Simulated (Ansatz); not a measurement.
**Electric field gradients in Rh**

Computed with DFT PBEsol, scalar-relativistic, plane waves, PAW in Ansatz. Settings: 420 eV plane-wave cutoff, Γ-centred 18×18×10 mesh, Fermi-Dirac smearing of 0.15 eV. No spin polarisation.

Relaxed structure:
```yaml
crystal:
  lattice:
    - [2.69152, 0.00000, 0.00000]
    - [-1.34576, 2.33092, 0.00000]
    - [0.00000, 0.00000, 4.33650]
  atoms:
    - { symbol: Rh, position: [0.66667, 0.33333, 0.75000] }
    - { symbol: Rh, position: [0.33333, 0.66667, 0.25000] }
```

In a metal these results depend on the k mesh and the smearing. Spin–orbit coupling is left out, which matters for gradients at heavy nuclei.

Problem. Give V_zz (10²¹ V/m²) and the asymmetry η at each distinct site.

Solution.
```
       atom V_zz     η
Rh (atom 1)  0.629  0.00
```

This form isn't the element's structure at ambient conditions.

Cost: 1 run of about 0.037 core-minutes, on AMD EPYC 9R45 (Zen 5) (shared hosts).